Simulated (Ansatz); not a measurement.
## Bi2Te3 (Tellurobismuthite): band structure with RPBE

**Measured values to compare with.**

From “Vacancy and Antisite-Induced Ferromagnetism in Liquid-Phase Exfoliated Bi2Te3”, 2024, arxiv:2412.10539, for a bulk crystal of Bi2Te3: band gap 0.17 eV.

The system is Bi2Te3 (Tellurobismuthite).

```
Bi Te
1.0
     2.19300    1.26613   10.16567
    -2.19300    1.26613   10.16567
     0.00000   -2.53226   10.16567
Bi Te
2 3
Direct
  0.60000 0.60000 0.60000
  0.40000 0.40000 0.40000
  0.79050 0.79050 0.79050
  0.20950 0.20950 0.20950
  0.00000 0.00000 0.00000
```

- Program: Ansatz 0.2.0
- Task: band structure
- Functional: RPBE
- Potentials or basis: Ansatz PAW
- Cutoff: 420 eV (not typed: the program's choice for these potentials)
- k mesh: 7 × 7 × 7
- Occupations: fermi-dirac, width 0.05 eV
- Spin: no spin polarisation
- Path: [["G", "L", "B1"], ["B", "Z", "G", "X"], ["Q", "F", "P1", "Z"], ["L", "P"]]
- Points for each segment of the path: 14

The pressure is 3.3 GPa, the largest force is 0.036 eV/Å and the band gap on the k mesh is 0.34 eV, direct. The band gap along the path is 0.34 eV, direct.

Forces on the atoms (eV/Å):
```
Bi   0.000  0.000 -0.033
Bi   0.000  0.000  0.033
Te   0.000  0.000 -0.036
Te   0.000  0.000  0.036
Te   0.000  0.000  0.000
```

Stress tensor (GPa, compression positive):
```
3.34 0.00 0.00
0.00 3.34 0.00
0.00 0.00 3.23
```

Levels at the corners of the path, in eV from the valence-band top:
| point | band 35 | band 36 | band 37 | band 38 | band 39 | band 40 | band 41 | band 42 | band 43 | band 44 |
| --- | --- | --- | --- | --- | --- | --- | --- | --- | --- | --- |
| Γ | -1.72 | -1.72 | -0.89 | -0.89 | 0.00 | 0.34 | 0.66 | 0.66 | 1.99 | 2.12 |
| L | -3.16 | -2.91 | -2.41 | -0.94 | -0.51 | 0.61 | 1.07 | 2.76 | 2.83 | 3.37 |
| B1 | -3.45 | -2.56 | -1.95 | -0.99 | -0.78 | 1.22 | 1.47 | 2.53 | 3.25 | 4.21 |
| B | -3.45 | -2.56 | -1.95 | -0.99 | -0.78 | 1.22 | 1.47 | 2.53 | 3.25 | 4.21 |
| Z | -1.42 | -1.42 | -1.18 | -1.18 | -0.43 | 0.87 | 1.14 | 1.14 | 1.65 | 1.65 |
| Γ | -1.72 | -1.72 | -0.89 | -0.89 | 0.00 | 0.34 | 0.66 | 0.66 | 1.99 | 2.12 |
| X | -3.07 | -2.97 | -1.63 | -1.39 | -0.66 | 1.11 | 2.03 | 2.07 | 3.64 | 3.81 |
| Q | -3.07 | -2.97 | -1.63 | -1.39 | -0.66 | 1.11 | 2.03 | 2.07 | 3.64 | 3.81 |
| F | -2.36 | -1.99 | -1.81 | -1.57 | -0.97 | 0.88 | 1.55 | 2.05 | 2.68 | 2.73 |
| P1 | -2.52 | -2.46 | -1.38 | -1.31 | -1.24 | 1.20 | 1.33 | 1.69 | 2.64 | 3.08 |
| Z | -1.42 | -1.42 | -1.18 | -1.18 | -0.43 | 0.87 | 1.14 | 1.14 | 1.65 | 1.65 |
| L | -3.16 | -2.91 | -2.41 | -0.94 | -0.51 | 0.61 | 1.07 | 2.76 | 2.83 | 3.37 |
| P | -2.52 | -2.46 | -1.38 | -1.31 | -1.24 | 1.20 | 1.33 | 1.69 | 2.64 | 3.08 |

Run time: 31 s on 2 threads of Arm Neoverse V1, on a shared host, peak memory 0.88 GiB.

Against the measured gap of Bi2Te3, 0.17 eV (quoted in “Vacancy and Antisite-Induced Ferromagnetism in Liquid-Phase Exfoliated Bi2Te3”, 2024, arxiv:2412.10539), the calculated 0.34 eV is off by +0.17 eV. Spin-orbit coupling on Bi, Te is left out. The value is that of RPBE, without temperature or zero-point motion.

Caveat: spin-orbit coupling is left out, which as a rule narrows the gap of such compounds by several tenths of an eV; the PAW data sets come from PBE, with cores solved anew for the run's functional, which leaves a small shift of forces and pressure.
